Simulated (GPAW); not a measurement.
A run of GPAW 26.7.0 is set up as follows.

The input run.py:

```python
from ase.dft.bandgap import bandgap
from ase.io import read, write
from ase.units import Bohr, GPa
from gpaw import GPAW, PW, setup_paths
from gpaw.elf import elf_from_dft_calculation

setup_paths.insert(0, '.')

atoms = read('POSCAR')

calc = GPAW(mode=PW(800),
            xc='PBEsol',
            kpts={'size': (10, 10, 6), 'gamma': True},
            occupations={'name': 'fermi-dirac', 'width': 0.05},
            nbands=29,
            convergence={'density': 1e-05, 'energy': 1e-05},
            maxiter=150,
            txt='gpaw.txt')
atoms.calc = calc
energy = atoms.get_potential_energy()
forces = atoms.get_forces()
stress = atoms.get_stress()
calc.write('gs.gpw')
write('result.traj', atoms)
print(f'Energy: {energy:.6f} eV')
print('Forces (eV/A):')
print(forces.round(4))
print('Stress (GPa):', (stress / GPa).round(3))
print('Fermi level:', round(calc.get_fermi_level(), 4), 'eV')
print(f'Gap: {bandgap(calc)[0]:.4f} eV, direct: {bandgap(calc, direct=True)[0]:.4f} eV')

# fields on the real-space grid
write('density.cube', atoms, data=calc.get_pseudo_density() * Bohr**3)
write('potential.cube', atoms, data=calc.get_electrostatic_potential())
write('elf.cube', atoms, data=elf_from_dft_calculation(calc).data)

path = atoms.cell.bandpath('GMKGALHA,LM,KH', npoints=100, eps=1e-4)
bs_calc = calc.fixed_density(kpts=path, symmetry='off', nbands=41,
                             convergence={'bands': 'CBM+6.0', 'eigenstates': 1e-6}, txt='bands.txt')
bs = bs_calc.band_structure()
bs.write('bs.json')
print(f'Gap on the path: {bandgap(bs_calc)[0]:.4f} eV')
```

POSCAR

```
Ti2O
1.0
    2.9194000000      0.0000000000      0.0000000000
   -1.4597000000      2.5282745638      0.0000000000
    0.0000000000      0.0000000000      4.7130000000
Ti O
2 1
Direct
    0.3333333333      0.6666666667      0.7212600000
    0.6666666667      0.3333333333      0.2787400000
    0.0000000000      0.0000000000      0.0000000000
```

Potentials or basis: PAW data sets generated in the run's folder for this functional, pw.

The run is started by

```bash
$ gpaw-setup -f PBEsol O Ti
$ OMP_NUM_THREADS=1 python run.py
```

Question: Predict the largest force.

Answer: 1.273 eV/Å.

Question: What does it give for the band gap along the path?

Answer: None (metal or under the smearing width).

Levels at the corners of the path, in eV from the Fermi level:
```tsv
point	band 13	band 14	band 15	band 16	band 17	band 18
Γ	-3.70	-0.40	0.38	0.47	0.47	0.96
M	-2.83	-1.37	-0.44	1.27	1.71	3.01
K	-1.99	-1.22	-1.22	1.56	1.56	2.09
Γ	-3.70	-0.40	0.38	0.47	0.47	0.96
A	-2.01	-1.57	0.11	0.11	1.45	2.01
L	-1.61	-1.40	-0.61	-0.41	0.83	2.99
H	-1.63	-0.82	-0.82	1.45	1.45	1.69
A	-2.01	-1.57	0.11	0.11	1.45	2.01
L	-1.61	-1.40	-0.61	-0.41	0.83	2.99
M	-2.83	-1.37	-0.44	1.27	1.71	3.01
K	-1.99	-1.22	-1.22	1.56	1.56	2.09
H	-1.63	-0.82	-0.82	1.45	1.45	1.69
```

Caveat: semilocal functionals often make such compounds metallic where correlation or magnetic order opens a gap, which also shifts bond lengths; forces of over 1 eV/Å show positions far from the minimum, so gaps and moduli don't describe the material at rest.
